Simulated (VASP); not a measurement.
# Rh (Fm-3m) in VASP: notebook

Aim: see how the results for Rh move with the level of theory and the settings. Levels: PBEsol, LDA, PBE, PBE+D3(BJ). Tasks: relaxation of cell and atoms.

All numbers are computed with VASP 6.6.1; they aren't measurements. Logs are shortened: lines on timing, memory, paths and dates and some standing lists are left out, and cuts for length are marked.

## (1) The structure

Symmetry: Fm-3m, No. 225, cubic system. Conventional cell: a = 3.806 Å, b = 3.806 Å, c = 3.806 Å, α = 90.00°, β = 90.00°, γ = 90.00°. Rh (site symmetry m-3m) has 12 Rh at 2.69 Å as nearest neighbours.

## (2) Relaxation of cell and atoms, PBEsol

Contents of INCAR:

```
ALGO = Fast
EDIFF = 1E-7
EDIFFG = -0.005
ENCUT = 600
GGA = PS
IBRION = 2
ISIF = 3
ISMEAR = 0
LASPH = T
LCHARG = F
LREAL = F
LWAVE = F
NELM = 60
NSW = 90
PREC = Accurate
SIGMA = 0.1
```

Contents of KPOINTS:

```
k-points
0
Gamma
  18 18 18
```

Contents of POSCAR:

```
Rh
1.0
    0.0000000000      1.9029860900      1.9029860900
    1.9029860900      0.0000000000      1.9029860900
    1.9029860900      1.9029860900      0.0000000000
Rh
1
Direct
    0.0000000000      0.0000000000      0.0000000000
```

Potentials or basis: VASP PAW PBE potentials, release 64 (Rh_pv).

The run is started by

```console
> cat potpaw_PBE.64/Rh_pv/POTCAR > POTCAR
> mpirun -np 1 vasp_std > vasp.out
```

OUTCAR:

```text
EDIFF = 1E-7
   EDIFFG = -0.005
   ENCUT = 600
   GGA = PS
   IBRION = 2
   ISIF = 3
   ISMEAR = 0
   LASPH = T
   LREAL = F
   NELM = 60
   NSW = 90
   PREC = Accurate

 ion  position               nearest neighbor table
   1  0.000  0.000  0.000-

  LATTYP: Found a face centered cubic cell.
 ALAT       =     3.8059721800

  Lattice vectors:

 A1 = (   0.0000000000,   1.9029860900,   1.9029860900)
 A2 = (   1.9029860900,   0.0000000000,   1.9029860900)
 A3 = (   1.9029860900,   1.9029860900,   0.0000000000)

Analysis of symmetry for initial positions (statically):
=====================================================================
 Subroutine PRICEL returns:
 Original cell was already a primitive cell.

 Routine SETGRP: Setting up the symmetry group for a
 face centered cubic supercell.

 Subroutine GETGRP returns: Found 48 space group operations
 (whereof 48 operations were pure point group operations)
 out of a pool of 48 trial point group operations.

The static configuration has the point symmetry O_h .

Analysis of symmetry for dynamics (positions and initial velocities):
=====================================================================
 Subroutine PRICEL returns:
 Original cell was already a primitive cell.

 Routine SETGRP: Setting up the symmetry group for a
 face centered cubic supercell.

 Subroutine GETGRP returns: Found 48 space group operations
 (whereof 48 operations were pure point group operations)
 out of a pool of 48 trial point group operations.

The dynamic configuration has the point symmetry O_h .

 Subroutine INISYM returns: Found 48 space group operations
 (whereof 48 operations are pure point group operations),
 and found     1 'primitive' translations

----------------------------------------------------------------------------------------

                                     Primitive cell

  volume of cell :      13.7828

  direct lattice vectors                    reciprocal lattice vectors
     0.000000000  1.902986090  1.902986090    -0.262744958  0.262744958  0.262744958
     1.902986090  0.000000000  1.902986090     0.262744958 -0.262744958  0.262744958
     1.902986090  1.902986090  0.000000000     0.262744958  0.262744958 -0.262744958

  length of vectors
     2.691228737  2.691228737  2.691228737     0.455087616  0.455087616  0.455087616

  position of ions in fractional coordinates (direct lattice)
     0.000000000  0.000000000  0.000000000

  ion indices of the primitive-cell ions
   primitive index   ion index
                 1           1

----------------------------------------------------------------------------------------

 KPOINTS: k-points

Automatic generation of k-mesh.
 Grid dimensions read from file:
 generate k-points for:   18   18   18

 Generating k-lattice:

  Cartesian coordinates                     Fractional coordinates (reciprocal lattice)
    -0.014596942  0.014596942  0.014596942     0.055555556  0.000000000  0.000000000
     0.014596942 -0.014596942  0.014596942     0.000000000  0.055555556  0.000000000
     0.014596942  0.014596942 -0.014596942     0.000000000  0.000000000  0.055555556

  Length of vectors
     0.025282645  0.025282645  0.025282645

  Shift w.r.t. Gamma in fractional coordinates (k-lattice)
     0.000000000  0.000000000  0.000000000

 Subroutine IBZKPT returns following result:
 ===========================================

 Found    195 irreducible k-points:

 Following reciprocal coordinates:
            Coordinates               Weight
  0.000000  0.000000  0.000000      1.000000
  0.055556  0.000000  0.000000      8.000000
  0.111111  0.000000  0.000000      8.000000
  0.166667  0.000000  0.000000      8.000000
  0.222222  0.000000  0.000000      8.000000
  0.277778  0.000000  0.000000      8.000000
[... 16 lines left out ...]
 -0.277778  0.055556  0.000000     24.000000
 -0.222222  0.055556  0.000000     24.000000
 [... further k-points ...]
   k-points           NKPTS =    195   k-points in BZ     NKDIM =    195   number of bands    NBANDS=     11
   number of dos      NEDOS =    301   number of ions     NIONS =      1
   total plane-waves  NPLWV =  13824
   dimension x,y,z NGX =    24 NGY =   24 NGZ =   24
   dimension x,y,z NGXF=    48 NGYF=   48 NGZF=   48
   ions per type =               1
   NGX,Y,Z   is equivalent  to a cutoff of  14.83, 14.83, 14.83 a.u.
   NGXF,Y,Z  is equivalent  to a cutoff of  29.65, 29.65, 29.65 a.u.
 SYSTEM =  unknown system
   PREC   = accura    normal or accurate (medium, high low for compatibility)
   ISTART =      0    job   : 0-new  1-cont  2-samecut
   ICHARG =      2    charge: 1-file 2-atom 10-const
   ISPIN  =      1    spin polarized calculation?
   LNONCOLLINEAR =      F non collinear calculations
   LSORBIT =      F    spin-orbit coupling
   LASPH  =      T    aspherical Exc in radial PAW
   ENCUT  =  600.0 eV  44.10 Ry    6.64 a.u.   5.38  5.38  5.38*2*pi/ulx,y,z
   NELM   =     60;   NELMIN=  2; NELMDL= -5     # of ELM steps
   EDIFF  = 0.1E-06   stopping-criterion for ELM
   LREAL  =      F    real-space projection
   EDIFFG = -.5E-02   stopping-criterion for IOM
   NSW    =     90    number of steps for IOM
   IBRION =      2    ionic relax: 0-MD 1-quasi-New 2-CG
   NFREE  =      1    steps in history (QN), initial steepest desc. (CG)
   ISIF   =      3    stress and relaxation
   ISYM   =      2    0-nonsym 1-usesym 2-fastsym
   POTIM  = 0.5000    time-step for ionic-motion
   TEBEG  =    0.0;   TEEND  =   0.0 temperature during run
   PSTRESS=    0.0 pullay stress
   NELECT =      15.0000    total number of electrons
   NUPDOWN=      -1.0000    fix difference up-down
   EMIN   =  10.00;   EMAX   =-10.00  energy-range for DOS
   EFERMI =   0.00;   METHOD = LEGACY
   ISMEAR =     0;   SIGMA  =   0.10  broadening in eV -4-tet -1-fermi 0-gaus
   EFERMI_NEDOS =   21; number of points for ismear=-14 and -15
   IALGO  =     68    algorithm
   IMIX   =      4    mixing-type and parameters
     AMIX     =   0.40;   BMIX     =  1.00
     AMIX_MAG =   1.60;   BMIX_MAG =  1.00
  volume/ion in A,a.u.               =      13.78        93.01
  Fermi-wavevector in a.u.,A,eV,Ry     =   1.683939  3.182183 38.581359  2.835650
  Thomas-Fermi vector in A             =   2.767050
   LORBIT       =      0    0 simple, 1 ext, 2 COOP (PROOUT), +10 PAW based schemes
   GGA     = PS    functional components
   LHFCALC =     F    Hartree Fock is set to
   AEXX    =    0.0000 exact exchange contribution
   IVDW    =     0    specifies the selected vdW correction
   LEPSILON=     F    determine dielectric tensor
   LRPA    =     F    only Hartree local field effects (RPA)
 conjugate gradient relaxation of ions
 non-spin polarized calculation
 RMM-DIIS sequential band-by-band and
 Gauss-broadening in eV      SIGMA  =   0.10
  energy-cutoff  :      600.00
  volume of cell :       13.78
 maximum number of plane-waves:       474
 NGX is ok and might be reduce to    24
   NGX = 11   NGY = 11   NGZ = 11

--------------------------------------- Ionic step        1  -------------------------------------------

 number of electron      15.0000002 magnetization

 Free energy of the ion-electron system (eV)
  ---------------------------------------------------
  ext. energy  EPLUGINS =         0.00000000
  ---------------------------------------------------
  free energy    TOTEN  =        -8.13646205 eV

  energy without entropy =       -8.12963448  energy(sigma->0) =       -8.13304827

------------------------ aborting loop because EDIFF is reached ----------------------------------------

  FORCE on cell =-STRESS in cart. coord.  units (eV):
  Direction    XX          YY          ZZ          XY          YZ          ZX
  --------------------------------------------------------------------------------------
  -------------------------------------------------------------------------------------
  Total       -0.5128925     -0.5128925     -0.5128925      0.0000000     -0.0000000      0.0000000
  in kB      -59.6211114    -59.6211114    -59.6211114      0.0000000     -0.0000000      0.0000000
  external PRESSURE =     -59.6211114 kB  Pullay stress =       0.0000000 kB
[... 90 lines left out ...]
  energy  without entropy=       -8.1353628724  energy(sigma->0) =       -8.13865636

--------------------------------------- Ionic step        4  -------------------------------------------

 number of electron      15.0000002 magnetization

 Free energy of the ion-electron system (eV)
  ---------------------------------------------------
  ext. energy  EPLUGINS =         0.00000000
  ---------------------------------------------------
  free energy    TOTEN  =        -8.14195193 eV

  energy without entropy =       -8.13536964  energy(sigma->0) =       -8.13866079

 E-fermi :  12.1089     XC(G=0): -14.3394

 val. band max:       12.1021321962   @ k =   0.5000   0.2222   0.1111
 cond. band min:      12.1117115157   @ k =   0.5000   0.3889   0.0556
 fundamental gap:      0.0095793195
 Fermi energy:        12.1088626428

 k-point     1 :       0.0000    0.0000    0.0000
  band No.  band energies     occupation
      1     -34.2705      2.00000
      2     -34.2705      2.00000
      3     -34.2705      2.00000
      4       3.9085      2.00000
      5       8.9120      2.00000
      6       8.9120      2.00000
      7       8.9120      2.00000
      8      11.0869      2.00000
      9      11.0869      2.00000
     10      28.0211      0.00000
     11      33.5782      0.00000
[... 309 lines left out ...]
 k-point    24 :      -0.2222    0.0556    0.0000
  band No.  band energies     occupation
      1     -34.6503      2.00000
      2     -34.3477      2.00000
      3     -34.3136      2.00000
      4       5.7704      2.00000
      5       8.5515      2.00000
      6       9.3173      2.00000
      7       9.3722      2.00000
      8      10.8791      2.00000
      9      11.5851      2.00000
     10      27.6381      0.00000
     11      29.8264      0.00000

 [... further k-points ...]

------------------------ aborting loop because EDIFF is reached ----------------------------------------

  FORCE on cell =-STRESS in cart. coord.  units (eV):
  Direction    XX          YY          ZZ          XY          YZ          ZX
  --------------------------------------------------------------------------------------
  -------------------------------------------------------------------------------------
  Total        0.0008038      0.0008038      0.0008038      0.0000000     -0.0000000      0.0000000
  in kB        0.0954433      0.0954433      0.0954433      0.0000000     -0.0000000      0.0000000
  external PRESSURE =       0.0954433 kB  Pullay stress =       0.0000000 kB
[... 16 lines left out ...]
  FREE ENERGIE OF THE ION-ELECTRON SYSTEM (eV)
  ---------------------------------------------------
  free  energy   TOTEN  =        -8.1419519332 eV

  energy  without entropy=       -8.1353696424  energy(sigma->0) =       -8.13866079

 reached required accuracy - stopping structural energy minimisation
```

Run time: 39 s. Hardware: 1 thread of Intel Xeon 6975P-C (Granite Rapids), shared host; peak memory 0.17 GiB.

Results:

| Item | Value |
| --- | --- |
| Free energy | -8.1420 eV |
| Relaxed volume | 13.49 Å³/atom |
| Relaxed cell | a = 2.672 Å, b = 2.672 Å, c = 2.672 Å, α = 60.00°, β = 60.00°, γ = 60.00° |
| Space group after relaxing (to 0.05 Å) | Fm-3m (No. 225) |
| Energy gained by relaxing | 5.5 meV/atom |
| Ionic steps | 4 |
| Pressure after relaxing | 0.0 GPa |
| Band gap on the k mesh | none (metal or under the smearing width) |

The path:
```tsv
step	energy change (eV)	largest force (eV/Å)	pressure (GPa)	volume (Å³)
1	0.0000	0.0000	-5.96	13.78
2	0.0331	0.0000	18.45	12.78
3	-0.0055	0.0000	-0.12	13.50
4	-0.0055	0.0000	0.01	13.49
```

Final structure:
```yaml
crystal:
  lattice:
    - [0.00000, 1.88959, 1.88959]
    - [1.88959, 0.00000, 1.88959]
    - [1.88959, 1.88959, 0.00000]
  atoms:
    - { symbol: Rh, position: [0.00000, 0.00000, 0.00000] }
```

Caveat: the PAW data sets were made with another functional, which shifts forces and pressure a little.

## (3) Relaxation of cell and atoms, LDA

Edit INCAR of step 2 so:

```diff
@@ -4,3 +4,2 @@
 ENCUT = 600
-GGA = PS
 IBRION = 2
```

KPOINTS is that of step 2.

POSCAR is that of step 2.

Potentials or basis: VASP PAW LDA potentials, release 64 (Rh_pv).

The run is started by

```console
> cat potpaw_LDA.64/Rh_pv/POTCAR > POTCAR
> mpirun -np 1 vasp_std > vasp.out
```

It took 40 s on 1 thread of Intel Xeon 6975P-C (Granite Rapids), shared host; peak memory 0.17 GiB.

The run converged. Its results:

* Free energy: -8.6876 eV
* Relaxed volume: 13.26 Å³/atom
* Relaxed cell: a = 2.657 Å, b = 2.657 Å, c = 2.657 Å, α = 60.00°, β = 60.00°, γ = 60.00°
* Space group after relaxing (to 0.05 Å): Fm-3m (No. 225)
* Energy gained by relaxing: 19.1 meV/atom
* Ionic steps: 4
* Pressure after relaxing: 0.0 GPa
* Band gap on the k mesh: none (metal or under the smearing width)

The path:
| step | energy change (eV) | largest force (eV/Å) | pressure (GPa) | volume (Å³) |
| --- | --- | --- | --- | --- |
| 1 | 0.0000 | 0.0000 | -11.15 | 13.78 |
| 2 | 0.1367 | 0.0000 | 42.54 | 11.96 |
| 3 | -0.0190 | 0.0000 | -0.60 | 13.28 |
| 4 | -0.0191 | 0.0000 | -0.05 | 13.26 |

Final structure:
```
CELL_PARAMETERS angstrom
0.00000 1.87848 1.87848
1.87848 0.00000 1.87848
1.87848 1.87848 0.00000
ATOMIC_POSITIONS crystal
Rh 0.00000 0.00000 0.00000
```

Levels at points of the mesh, in eV from the Fermi level:
| k point | band 5 | band 6 | band 7 | band 8 | band 9 | band 10 |
| --- | --- | --- | --- | --- | --- | --- |
| (0.00, 0.00, 0.00) | -3.30 | -3.30 | -3.30 | -1.05 | -1.05 | 15.91 |
| (0.50, 0.00, 0.00) | -3.37 | -3.37 | 0.61 | 0.61 | 0.65 | 8.96 |
| (0.50, 0.50, 0.00) | -6.34 | 0.59 | 1.05 | 1.05 | 3.24 | 12.71 |

## (4) Relaxation of cell and atoms, PBE

Edit INCAR of step 3 so:

```diff
@@ -4,2 +4,3 @@
 ENCUT = 600
+GGA = PE
 IBRION = 2
```

KPOINTS is that of step 3.

POSCAR is that of step 3.

Potentials or basis: VASP PAW PBE potentials, release 64 (Rh_pv).

The run is started by

```console
> cat potpaw_PBE.64/Rh_pv/POTCAR > POTCAR
> mpirun -np 1 vasp_std > vasp.out
```

Wall time 41 s (1 thread of Intel Xeon 6975P-C (Granite Rapids), shared host); peak memory 0.17 GiB.

The run converged. Its results:

| Property | Result |
| --- | --- |
| Free energy | -7.2615 eV |
| Relaxed volume | 14.04 Å³/atom |
| Relaxed cell | a = 2.708 Å, b = 2.708 Å, c = 2.708 Å, α = 60.00°, β = 60.00°, γ = 60.00° |
| Space group after relaxing (to 0.05 Å) | Fm-3m (No. 225) |
| Energy gained by relaxing | 3.9 meV/atom |
| Ionic steps | 4 |
| Pressure after relaxing | 0.0 GPa |
| Band gap on the k mesh | none (metal or under the smearing width) |

Step by step:
```
step  energy change (eV)  largest force (eV/Å)  pressure (GPa)  volume (Å³)
   1              0.0000                0.0000            5.01        13.78
   2              0.0163                0.0000          -10.01        14.66
   3             -0.0039                0.0000           -0.07        14.04
   4             -0.0039                0.0000            0.01        14.04
```

Final structure:
```cif
data_structure
_symmetry_space_group_name_H-M 'P 1'
_symmetry_Int_Tables_number 1
_cell_length_a 2.7078
_cell_length_b 2.7078
_cell_length_c 2.7078
_cell_angle_alpha 60.000
_cell_angle_beta 60.000
_cell_angle_gamma 60.000
_cell_volume 14.04
loop_
_atom_site_label
_atom_site_type_symbol
_atom_site_fract_x
_atom_site_fract_y
_atom_site_fract_z
_atom_site_occupancy
Rh1 Rh 0.00000 0.00000 0.00000 1
```

Levels at points of the mesh, in eV from the Fermi level:
| k point | band 4 | band 5 | band 6 | band 7 | band 8 | band 9 | band 10 | band 11 |
| --- | --- | --- | --- | --- | --- | --- | --- | --- |
| (0.00, 0.00, 0.00) | -7.81 | -2.99 | -2.99 | -2.99 | -0.97 | -0.97 | 16.01 | 21.35 |
| (0.50, 0.00, 0.00) | -5.95 | -3.06 | -3.06 | 0.54 | 0.54 | 0.75 | 8.43 | 15.50 |
| (0.50, 0.50, 0.00) | -6.12 | -5.76 | 0.51 | 0.94 | 0.94 | 3.24 | 12.01 | 13.20 |

## (5) Relaxation of cell and atoms, PBE+D3(BJ)

Edit INCAR of step 4 so:

```diff
@@ -8,2 +8,3 @@
 ISMEAR = 0
+IVDW = 12
 LASPH = T
```

KPOINTS is that of step 4.

POSCAR is that of step 4.

The run is started by

```console
> cat potpaw_PBE.64/Rh_pv/POTCAR > POTCAR
> mpirun -np 1 vasp_std > vasp.out
```

Run time: 32 s. Hardware: 1 thread of Intel Xeon 6975P-C (Granite Rapids), shared host; peak memory 0.18 GiB.

It converged, with:

```yaml
Free_energy: -7.9045 eV
Relaxed_volume: 13.64 Å³/atom
Relaxed_cell: a = 2.682 Å, b = 2.682 Å, c = 2.682 Å, α = 60.00°, β = 60.00°, γ = 60.00°
Space_group_after_relaxing_to_0.05_Å: Fm-3m (No. 225)
Energy_gained_by_relaxing: 1.3 meV/atom
Ionic_steps: 3
Pressure_after_relaxing: 0.0 GPa
Band_gap_on_the_k_mesh: none (metal or under the smearing width)
Dispersion_energy_per_atom: -0.653 eV
```

Step by step:
| step | energy change (eV) | largest force (eV/Å) | pressure (GPa) | volume (Å³) |
| --- | --- | --- | --- | --- |
| 1 | 0.0000 | 0.0000 | -2.81 | 13.78 |
| 2 | 0.0064 | 0.0000 | 7.52 | 13.31 |
| 3 | -0.0013 | 0.0000 | -0.01 | 13.64 |

Final structure:
```yaml
crystal:
  lattice:
    - [0.00000, 1.89653, 1.89653]
    - [1.89653, 0.00000, 1.89653]
    - [1.89653, 1.89653, 0.00000]
  atoms:
    - { symbol: Rh, position: [0.00000, 0.00000, 0.00000] }
```

Levels at points of the mesh, in eV from the Fermi level:
| k point | band 5 | band 6 | band 7 | band 8 | band 9 | band 10 |
| --- | --- | --- | --- | --- | --- | --- |
| (0.00, 0.00, 0.00) | -3.12 | -3.12 | -3.12 | -1.01 | -1.01 | 15.99 |
| (0.50, 0.00, 0.00) | -3.20 | -3.20 | 0.57 | 0.57 | 0.72 | 8.72 |
| (0.50, 0.50, 0.00) | -6.02 | 0.54 | 0.99 | 0.99 | 3.27 | 12.37 |

Caveat: pairwise dispersion overbinds metals, which lowers pressure and volume.

## (6) Summary

```csv
level,potentials or basis,gap on the mesh (eV),pressure (GPa),relaxed volume (Å³/atom)
PBEsol,"VASP PAW PBE potentials, release 64 (Rh_pv)",none,0.0,13.49
LDA,"VASP PAW LDA potentials, release 64 (Rh_pv)",none,0.0,13.26
PBE,"VASP PAW PBE potentials, release 64 (Rh_pv)",none,0.0,14.04
PBE+D3(BJ),"VASP PAW PBE potentials, release 64 (Rh_pv)",none,0.0,13.64
```

Alike in all rows: task relaxation of cell and atoms; no spin polarisation; cell relaxed; k mesh 18 × 18 × 18; cutoff (eV) 600; smearing gaussian 0.1 eV.

Caveats: the PAW data sets were made with another functional, which shifts forces and pressure a little (some runs); pairwise dispersion overbinds metals, which lowers pressure and volume (some runs).

Total energies depend on the potentials used, so only differences within one code and one set of settings carry meaning.
